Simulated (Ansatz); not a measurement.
The system is MnO.

```
Mn O
1.0
     0.00000    2.22200    2.22200
     2.22200    0.00000    2.22200
     2.22200    2.22200    0.00000
Mn O
1 1
Direct
  0.00000 0.00000 0.00000
  0.50000 0.50000 0.50000
```

Base run:

```yaml
Program: Ansatz 0.2.0
Functional: PBE
Potentials_or_basis: Ansatz PAW
Cutoff: "420 eV (not typed: the program's choice for these potentials)"
k_mesh: 9 × 9 × 9
Occupations: fermi-dirac, width 0.05 eV
Spin: collinear spin, ferromagnetic start
Starting_moments: "[3.0, 0.0] μB"
Fixed_moment: 3 μB
```

Its results: pressure -23.2 GPa; site moments Mn +2.76; O -0.02 μB.

**Question.** The run is repeated on the same cell with these changes: fixed moment from 3 μB to 1 μB; moments at the start from [3.0, 0.0] to [1.0, 0.0]. What comes out?

**Answer.** Pressure -24.8 GPa; site moments Mn +0.90; O +0.05 μB.

Caveats: the total moment is fixed, so each spin has its own Fermi level; a cell with one magnetic atom can't hold antiferromagnetic order, which such compounds often take; the thresholds are loose for stress.
